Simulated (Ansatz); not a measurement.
Input and command of a calculation in Ansatz (plane waves; scalar-relativistic PAW potentials unless the input names others):

```yaml
crystal:
  lattice:
    - [-3.32544429, 3.32544429, 1.92238566]
    - [3.32544429, -3.32544429, 1.92238566]
    - [3.32544429, 3.32544429, -1.92238566]
  atoms:
    - { symbol: Si, position: [0.17880106, 0.17880106, 0.35760212] }
    - { symbol: Si, position: [0.82119894, 0.82119894, 0.64239788] }
    - { symbol: Si, position: [0.17880106, 0.82119894, 0.0] }
    - { symbol: Si, position: [0.82119894, 0.17880106, 0.0] }
basis:
  ecutwfc: 420
kpoints:
  mp_grid: { grid: [10, 10, 10], shift: [0.5, 0.5, 0.5] }
hamiltonian:
  xc: pbe
  dispersion: d3bjatm
scf:
  occupations: { method: gaussian, width: 0.01 }
output:
  forces: true
  eigenvalues: true
  stress: true
relax:
  adjacent_minimum: "off"
  f_tol: 0.005
  max_steps: 80
  cell: { stress_tol: 0.05 }
```

```bash
ansatz run input.yaml --threads 1 --pin off --max-ram 2560MiB --backend cpu --events-out ev --progress --plain --runs-dir out
```

Abridged log:
```
Basis set: ecut = 420 eV, 1655 PW (Γ), exchange–correlation on 72×72×72 points (8 copies of the dense FFT grid, shifted against one another)
Bands: 12, of which v1, the nominal top of the filled ones, is band 8 counted from 1 (7 counted from 0)
Symmetry: 16 space group operations
k-points: 99 of 1000
SCF iter   1: F=—  HF=-2543.951211 eV  |F-HF|=—  |Δ(HF+E_count)|=         —  Δρ=1.55e-3  dr2=3.74e-3  ethr=1.77e-3  ⟨swp⟩=6.4  Hψ=8793  notcnv=0
SCF iter   2: F=—  HF=-2543.951243 eV  |F-HF|=—  |Δ(HF+E_count)|=   3.13e-5  Δρ=7.00e-4  dr2=4.03e-4  ethr=2.34e-5  ⟨swp⟩=2.4  Hψ=3147  notcnv=0
SCF iter   3: F=—  HF=-2543.951392 eV  |F-HF|=—  |Δ(HF+E_count)|=   1.49e-4  Δρ=2.94e-4  dr2=5.88e-5  ethr=2.52e-6  ⟨swp⟩=2.6  Hψ=2126  notcnv=0
SCF iter   4: F=—  HF=-2543.951490 eV  |F-HF|=—  |Δ(HF+E_count)|=   9.77e-5  Δρ=4.84e-5  dr2=1.52e-6  ethr=3.68e-7  ⟨swp⟩=2.0  Hψ=2128  notcnv=0
SCF iter   5: F=-2543.951494 eV  HF=-2543.951494 eV  |F-HF|=2.86e-8  |Δ(HF+E_count)|=   4.08e-6  Δρ=4.14e-6  dr2=2.15e-8  ethr=9.50e-9  ⟨swp⟩=2.0  Hψ=1958  notcnv=0
SCF iter   6: F=-2543.951494 eV  HF=-2543.951494 eV  |F-HF|=9.98e-10  |Δ(HF+E_count)|=   3.90e-8  Δρ=7.01e-7  dr2=3.11e-10  ethr=1.34e-10  ⟨swp⟩=2.2  Hψ=4363  notcnv=0
SCF 1 converged in 6 iterations: F = -2543.951494 eV  dr2 = 3.11e-10
relax step   1: F+E_penalty+E_count = -2543.95149386 eV  Δ(F+E_penalty+E_count) = +0.000e0 eV  max|allowed force component| = 8.380e-3 eV/Å  Δτ_max = 0.0000 Å  P = -0.652 GPa  Ω = 85.035 Å³  (6 SCF iters, dr2 threshold 1.00e-7 eV, accepted)
Crystal: 4 atoms, lattice volume = 84.532 Å³
Initial density: handed on by an earlier stage of this run
Initial wavefunctions: those handed on with the density
SCF iter   1: F=—  HF=-2543.952889 eV  |F-HF|=—  |Δ(HF+E_count)|=         —  Δρ=3.38e-4  dr2=1.47e-4  ethr=8.85e-7  ⟨swp⟩=2.4  Hψ=9284  notcnv=0
SCF iter   2: F=—  HF=-2543.952864 eV  |F-HF|=—  |Δ(HF+E_count)|=   2.50e-5  Δρ=1.33e-4  dr2=1.89e-5  ethr=8.85e-7  ⟨swp⟩=2.0  Hψ=1927  notcnv=0
   ...
SCF iter   4: F=-2543.952861 eV  HF=-2543.952861 eV  |F-HF|=3.51e-8  |Δ(HF+E_count)|=   9.53e-8  Δρ=8.95e-6  dr2=5.76e-8  ethr=2.50e-9  ⟨swp⟩=5.5  Hψ=5946  notcnv=0
SCF 2 converged in 4 iterations: F = -2543.952861 eV  dr2 = 5.76e-8
relax step   2: F+E_penalty+E_count = -2543.95286117 eV  Δ(F+E_penalty+E_count) = -1.367e-3 eV  max|allowed force component| = 2.116e-3 eV/Å  Δτ_max = 0.0008 Å  P = -0.173 GPa  Ω = 84.532 Å³  energy of the carried Pulay correction = +6.385e-5 eV  (4 SCF iters, dr2 threshold 4.00e-7 eV, accepted)
Crystal: 4 atoms, lattice volume = 84.354 Å³
SCF iter   1: F=—  HF=-2543.952973 eV  |F-HF|=—  |Δ(HF+E_count)|=         —  Δρ=1.31e-4  dr2=2.15e-5  ethr=1.25e-7  ⟨swp⟩=2.6  Hψ=9147  notcnv=0
SCF iter   2: F=—  HF=-2543.952981 eV  |F-HF|=—  |Δ(HF+E_count)|=   8.09e-6  Δρ=5.03e-5  dr2=2.76e-6  ethr=1.25e-7  ⟨swp⟩=2.0  Hψ=1966  notcnv=0
SCF iter   3: F=-2543.952981 eV  HF=-2543.952981 eV  |F-HF|=1.47e-8  |Δ(HF+E_count)|=   3.85e-7  Δρ=7.49e-6  dr2=5.12e-8  ethr=8.26e-10  ⟨swp⟩=3.1  Hψ=5300  notcnv=0
SCF 3 converged in 3 iterations: F = -2543.952981 eV  dr2 = 5.12e-8
relax step   3: F+E_penalty+E_count = -2543.95298084 eV  Δ(F+E_penalty+E_count) = -1.197e-4 eV  max|allowed force component| = 1.608e-3 eV/Å  Δτ_max = 0.0001 Å  P = +0.007 GPa  Ω = 84.354 Å³  energy of the carried Pulay correction = +8.643e-5 eV  (3 SCF iters, dr2 threshold 1.32e-7 eV, accepted)
Initial wavefunctions: pseudopotential atomic-orbital guess (no wavefunctions were taken with the density)
SCF iter   1: F=—  HF=-2543.952880 eV  |F-HF|=—  |Δ(HF+E_count)|=         —  Δρ=8.86e-6  dr2=5.02e-8  ethr=9.05e-8  ⟨swp⟩=3.1  Hψ=12638  notcnv=0
SCF iter   2: F=—  HF=-2543.952893 eV  |F-HF|=—  |Δ(HF+E_count)|=   1.32e-5  Δρ=4.58e-6  dr2=1.13e-8  ethr=3.14e-10  ⟨swp⟩=2.0  Hψ=1979  notcnv=0
SCF iter   3: F=—  HF=-2543.952893 eV  |F-HF|=—  |Δ(HF+E_count)|=   2.03e-8  Δρ=1.06e-6  dr2=1.45e-9  ethr=7.03e-11  ⟨swp⟩=2.3  Hψ=1963  notcnv=0
SCF iter   4: F=-2543.952893 eV  HF=-2543.952893 eV  |F-HF|=1.73e-11  |Δ(HF+E_count)|=  8.65e-10  Δρ=1.79e-7  dr2=1.91e-11  ethr=1.00e-12  ⟨swp⟩=3.8  Hψ=5279  notcnv=0
SCF 4 converged in 4 iterations: F = -2543.952893 eV  dr2 = 1.91e-11
SCF converged after 4 iterations
Free energy (F): -2543.952893 eV
Harris-Foulkes:  -2543.952893 eV  (|F-HF|=1.73e-11)
Internal energy: -2543.952893 eV  (E = F + TS)
E sigma→0 (E₀):  -2543.952893 eV
Fermi energy:    5.992834 eV
  E_disp       = -1.128777  (pairwise vdW)
--- Forces (eV/Å), atoms counted from 1 ---
  atom   1  Si     0.00165407     0.00165407     0.00000000
  atom   2  Si    -0.00165407    -0.00165407     0.00000000
  atom   3  Si    -0.00165407     0.00165407     0.00000000
  atom   4  Si     0.00165407    -0.00165407     0.00000000
--- Stress (GPa, compression-positive) ---
       -0.005350       0.000000       0.000000
        0.000000      -0.005350       0.000000
        0.000000       0.000000       0.026824
  P = ⅓ Tr σ = 0.0054 GPa (0.054 kbar)
--- Relaxed structure (3 steps of the walk, 3 accepted, 1 SCFs on fresh bases) ---
  F+E_penalty+E_count = -2543.95289309 eV   max|allowed force component| = 1.654e-3 eV/Å   (the final SCF, on the basis selected at the relaxed cell)
  cell:  # Å, volume = 84.3539 Å³
    - [-3.31656345, 3.31656345, 1.91720584]
    - [3.31656345, -3.31656345, 1.91720584]
    - [3.31656345, 3.31656345, -1.91720584]
  atoms:
    - { symbol: Si, position: [0.17887130, 0.17887130, 0.35774260] }
    - { symbol: Si, position: [0.82112869, 0.82112869, 0.64225739] }
    - { symbol: Si, position: [0.17887130, 0.82112869, 0.0] }
    - { symbol: Si, position: [0.82112869, 0.17887130, 0.0] }
```

Apart from outputs and empty bands, the input differs from a reference run on usual settings in kpoints.mp_grid.shift: not typed → [0.5, 0.5, 0.5]; hamiltonian.dispersion: not typed → "d3bjatm". The reference, at the same start, ended its own course with a relaxed volume of 21.61 Å³/atom, pressure 0.00 GPa, largest force 0.000 eV/Å, gap on the mesh 0.41 eV. This run converged in 17 SCF iterations over all its steps (reference: 21) with an energy at zero smearing 279 meV/atom below the reference's (the Hamiltonian itself differs), a relaxed volume of 21.09 Å³/atom, pressure 0.01 GPa, largest force 0.002 eV/Å, gap on the mesh 0.33 eV.

The run took 44 s on 1 thread of Intel(R) Xeon(R) Processor @ 2.50GHz (Skylake/Cascade Lake) (shared host), peak memory 0.44 GiB.